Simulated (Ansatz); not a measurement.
**Structure search: one As candidate**

The calculation used DFT PBE, scalar-relativistic, plane waves, PAW (Ansatz 0.2.0). Cutoff 420 eV, Gaussian smearing, Γ-centred meshes. Cell and atoms relax first on a coarse mesh and then on a finer one. In between, the cell is made exact in the group found at 0.06 Å. In metals the finer mesh still leaves noise of several meV/atom or more. The steps can't lower the symmetry of their start. No spin polarisation.

A trial structure of As was built thus: random cell by space group and Wyckoff sites (P4/nmm, No. 129). Its size is a rough estimate.

```cif
data_structure
_symmetry_space_group_name_H-M 'P 1'
_symmetry_Int_Tables_number 1
_cell_length_a 3.7557
_cell_length_b 3.7557
_cell_length_c 3.0842
_cell_angle_alpha 90.000
_cell_angle_beta 90.000
_cell_angle_gamma 90.000
_cell_volume 43.50
loop_
_atom_site_label
_atom_site_type_symbol
_atom_site_fract_x
_atom_site_fract_y
_atom_site_fract_z
_atom_site_occupancy
As1 As 0.50000 0.00000 0.83847 1
As2 As 0.00000 0.50000 0.16153 1
```

Energies count from the standard state of As at the same level.

Question: Where does the relaxation end?

Answer: The symmetry goes from P4/nmm (No. 129) to Pm-3m (No. 221), and the primitive cell from 2 to 1 atom. The end has the simple cubic type. The volume per atom shrinks by 6.4 %, from 21.8 to 20.4 Å³. The shortest distance goes from 2.84 Å (As–As) to 2.73 Å (As–As). The energy falls by about 0.24 eV/atom (the start's value is from the coarse mesh). The end is written in a standard setting, so origin, axes and order of atoms can differ from the start's. Conventional cell: a = 2.730 Å. Around As lie 6 As at 2.73 Å.

```
CELL_PARAMETERS angstrom
2.73046 0.00000 0.00000
0.00000 2.73046 0.00000
0.00000 0.00000 2.73046
ATOMIC_POSITIONS crystal
As 0.50000 0.50000 0.50000
```

Question: How does it come out in energy, and is it a metal?

Answer: The energy over the standard state is +0.11 eV/atom and the gap on the 20×20×20 mesh of the 1-atom cell is 0 eV (a metal).

So it is a metastable form at best.

The last run used Gaussian smearing of 0.10 eV. The reference form of As is held partly by dispersion forces, which this level lacks. A structure relaxed within its symmetry needn't be a true minimum. In all, the 3 runs took 71 s on 1 thread of Arm Neoverse V1, with other jobs on the host.
